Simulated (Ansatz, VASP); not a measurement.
# One calculation of KF, two programs

```
K F
1.0
     2.69441   -2.70573   -0.01334
     2.69441    2.70573   -0.01334
    -2.67382    0.00000    2.72361
K F
1 1
Cartesian
  -2.6700 0.0000 2.7234
  2.6906 0.0000 -0.0131
```

Alike in both runs: functional PBE; k mesh 6 × 6 × 6; occupations gaussian, width 0.1 eV; no spin polarisation.

Ansatz relaxed the structure, and its values are those at the end. VASP's run is a single point on that final structure, the one shown.

|  | VASP | Ansatz |
| --- | --- | --- |
| version | VASP 6.6.1 | Ansatz 0.2.0 |
| potentials or method | VASP PAW PBE potentials, release 64 (K_sv, F) | scalar-relativistic, plane waves, PAW |
| plane-wave cutoff (eV) | 520 | 420 |
| valence electrons in the cell | 16 | 16 |

|  | VASP | Ansatz | Ansatz less VASP |
| --- | --- | --- | --- |
| gap on the k mesh at the Fermi level (eV) | 5.98 | 5.99 | +0.015 |
| least direct gap on the mesh (eV) | 5.98 | 5.99 | +0.015 |
| pressure (GPa) | 0.2 | 0.2 | -0.01 |
| rms of the force components (eV/Å) | 0.006 | 0.006 | -0.0001 |

With one functional, cell and mesh, what is left measures potentials, basis and numerics.
